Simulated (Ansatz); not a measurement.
**Re: properties at the relaxed cell**

An exercise on one series of results from a longer session: the logs are not shown, and one member is left open.

Program: Ansatz 0.2.0. Level of theory: DFT PBEsol, scalar-relativistic, plane waves, PAW. These are calculated values, not measurements.

1 further run of the same task is left out (set aside as unsound or not needed).

### Starting point

The structure is hexagonal, space group P6_3/mmc (No. 194). The conventional cell has a = 2.750 Å, b = 2.750 Å, c = 4.443 Å, α = 90.00°, β = 90.00°, γ = 120.00°. Re (site symmetry -6m2) has 12 Re at 2.73 to 2.75 Å as nearest neighbours.

As a file:

```cif
data_structure
_symmetry_space_group_name_H-M 'P 1'
_symmetry_Int_Tables_number 1
_cell_length_a 2.7504
_cell_length_b 2.7504
_cell_length_c 4.4432
_cell_angle_alpha 90.000
_cell_angle_beta 90.000
_cell_angle_gamma 120.000
_cell_volume 29.11
loop_
_atom_site_label
_atom_site_type_symbol
_atom_site_fract_x
_atom_site_fract_y
_atom_site_fract_z
_atom_site_occupancy
Re1 Re 0.33333 0.66667 0.25000 1
Re2 Re 0.66667 0.33333 0.75000 1
```

It is the result of an earlier relaxation at this level (volume 14.55 Å³/atom; gap on the mesh: none (metal)).

Set-up of the first run:

input.yaml

```yaml
crystal:
  lattice:
    - [2.7503660253, 0.0, 0.0]
    - [-1.3751830126, 2.3818868476, 0.0]
    - [0.0, 0.0, 4.4432016763]
  atoms:
    - { symbol: Re, position: [0.3333333333, 0.6666666667, 0.25] }
    - { symbol: Re, position: [0.6666666667, 0.3333333333, 0.75] }
basis:
  ecutwfc: 420
kpoints:
  mp_grid: { grid: [18, 18, 10] }
  band_path:
    path:
      - [[0.0, 0.0, 0.0], [0.5, 0.0, 0.0], [0.33333333, 0.33333333, 0.0], [0.0, 0.0, 0.0], [0.0, 0.0, 0.5], [0.5, 0.0, 0.5], [0.33333333, 0.33333333, 0.5], [0.0, 0.0, 0.5]]
      - [[0.5, 0.0, 0.5], [0.5, 0.0, 0.0]]
      - [[0.33333333, 0.33333333, 0.5], [0.33333333, 0.33333333, 0.0]]
    npoints: 14
hamiltonian:
  xc: pbesol
scf:
  occupations: { method: gaussian, width: 0.1 }
  n_extra_bands: 6
output:
  forces: true
  stress: true
  eigenvalues: true
  populations: true
  dos: { projected: true, de: 0.02, nscf_kmesh: { grid: [27, 27, 15] } }
  bader: true
  write_density: true
  write_potential: true
  elf: true
  volumetric_format: npy
```

Started as:

```bash
$ ansatz run input.yaml --threads 1 --pin off --max-ram 2560MiB --backend cpu --events-out ev --progress --plain --runs-dir out
```

Among the steps run: Static run: bands, density of states and charges; The cell scaled to 0.97 of its volume; Volume × 1.03; Volume × 0.94; The cell scaled to 1.06 of its volume.

One of the session's tables, all rows but one given; the rest of the session is left out.

It belongs to the step «Equation of state». 

| volume (Å³/atom) | energy above the lowest point (meV/atom) | pressure (GPa) |
| --- | --- | --- |
| 13.681 | 71.2 | 27.69 |
| 14.117 | ? | ? |
| 14.554 | 0.0 | 0.00 |
| 14.990 | 15.2 | -10.83 |
| 15.427 | 57.7 | -20.04 |

Q: Estimate the row for volume (Å³/atom) = 14.117 from the others.

Worked estimate for «energy above the lowest point (meV/atom)». A straight line through the neighbours (13.681, 71.2) and (14.554, 0.0) gives 71.2 + (0.0 − 71.2) × (14.117 − 13.681) / (14.554 − 13.681) = 35.6; a parabola fitted to 3 rows on both sides gives 18.7.

The run gave: energy above the lowest point (meV/atom): 16.8; pressure (GPa): 12.73. In «energy above the lowest point (meV/atom)» the line misses by +18.8 and the parabola by +1.9.
